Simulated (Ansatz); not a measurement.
ZrS:

```
Zr S
1.0
     0.00000    2.62500    2.62500
     2.62500    0.00000    2.62500
     2.62500    2.62500    0.00000
Zr S
1 1
Direct
  0.00000 0.00000 0.00000
  0.50000 0.50000 0.50000
```

Base run:

* Program: Ansatz 0.2.0
* Functional: r2SCAN
* Potentials or basis: Ansatz PAW
* Cutoff: 500 eV (not typed: the program's choice for these potentials)
* k mesh: 9 × 9 × 9
* Occupations: fermi-dirac, width 0.05 eV
* Spin: no spin polarisation

Its results: band gap on the k mesh none (metal or under the smearing width); pressure -2.0 GPa.

**Question.** The run is repeated on the same cell with these changes: functional from r2SCAN to PBEsol; cutoff from 500 eV (not typed: the program's choice for these potentials) to 420 eV (not typed: the program's choice for these potentials). What comes out?

**Answer.** Band gap on the k mesh none (metal or under the smearing width); pressure -6.5 GPa.

Caveats: the PAW data sets come from PBE, with cores solved anew for the run's functional, which leaves a small shift of forces and pressure.
